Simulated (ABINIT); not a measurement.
Crystal: MoS2.

```
Mo S
1.0
     1.58000    0.91221    6.15000
    -1.58000    0.91221    6.15000
     0.00000   -1.82443    6.15000
Mo S
1 2
Cartesian
  0.0000 0.0000 0.0000
  0.0000 0.0000 7.6936
  0.0000 0.0000 4.6125
```

Measurements of this composition are mostly on another form, of space group No. 194.

Program: ABINIT 10.8.3 (patched build). Alike in all runs: task single point; no spin polarisation; cell as given; k mesh 8 × 8 × 8; smearing fermi-dirac 0.05 eV.

Order these runs on this cell by their pressure, lowest first.
A. level PBEsol; potentials or basis PseudoDojo NC SR PBEsol v0.4.1 standard; cutoff (eV) 980
B. level RPBE; potentials or basis SPMS NC PBE v1.0; cutoff (eV) 599
C. level LDA; potentials or basis PseudoDojo NC SR LDA v0.4.1 standard; cutoff (eV) 1088
D. level PBE; potentials or basis PseudoDojo NC SR PBE v0.5 standard; cutoff (eV) 980

C (-2.3 GPa), A (0.3 GPa), D (5.3 GPa), B (7.7 GPa).

Caveats: the potentials were made for another functional, which shifts forces and pressure (some runs).
